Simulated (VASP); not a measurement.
Write the native input for VASP 6.6.1 that does the following.

| Item | Value |
| --- | --- |
| Task | single point |
| Functional | PBEsol |
| Potentials or basis | VASP PAW PBE potentials, release 64 (Al) |
| Cutoff | 520 eV |
| k mesh | 3 × 3 × 1 |
| Occupations | fermi-dirac, width 0.15 eV |
| Spin | no spin polarisation |
| Dipole correction | no |
| Further INCAR settings | LREAL = Auto; ALGO = Normal; EDIFF = 1e-06; NBANDS = 38 |

The structure of Al lies in POSCAR:

```
Al
1.0
    5.7275650000      0.0000000000      0.0000000000
    0.0000000000      5.7275650000      0.0000000000
    0.0000000000      0.0000000000     17.0750000000
Al
16
Direct
    0.2500015277      0.2500015277      0.0585651537
    0.7500045831      0.2500015277      0.0585651537
    0.2500015277      0.7500045831      0.0585651537
    0.7500045831      0.7500045831      0.0585651537
   -0.0001222160      0.0298905381      0.1657159590
    0.5516305795     -0.1044073703      0.1942957540
    0.0412915436      0.5105660084      0.1733645681
    0.5534987381      0.4190786137      0.1878360176
    0.4320160487      0.2155191604      0.3270688141
    0.8915306941      0.2276360024      0.3332650073
    0.3206772861      0.7170411859      0.3175519766
    0.8380699302      0.7246534959      0.3047320644
    0.1796924173     -0.0712868383      0.4426120059
    0.6502065014     -0.0717931617      0.4239414348
    0.1853143526      0.4271623281      0.4442693997
    0.7021482951      0.5164323757      0.4468111274
```

The cell was built by a generator and needn't be a form met in nature.

These files were run (other wordings do the same):

INCAR

```
  ALGO = Normal
  EDIFF = 1E-6
  ENCUT = 520
  GGA = PS
  ISIF = 2
  ISMEAR = -1
  LASPH = T
  LCHARG = F
  LREAL = Auto
  LWAVE = F
  NBANDS = 38
  NELM = 100
  PREC = Accurate
  SIGMA = 0.15
```

KPOINTS

```
k-points
0
Gamma
  3 3 1
```

Potentials or basis: VASP PAW PBE potentials, release 64 (Al).

Command:

```sh
$ cat potpaw_PBE.64/Al/POTCAR > POTCAR
$ mpirun -np 1 vasp_std > vasp.out
```

It gave:

- Largest force: 1.488 eV/Å
- Band gap on the k mesh: none (metal or under the smearing width)

Caveat: the k mesh is coarse (spacing up to 0.37 Å⁻¹), so the values aren't converged; the PAW data sets were made with another functional, which shifts forces and pressure a little.

Wall time 6.7 min on 1 thread of Intel(R) Xeon(R) Platinum 8375C CPU @ 2.90GHz (Ice Lake), on a shared host, peak memory 0.56 GiB.
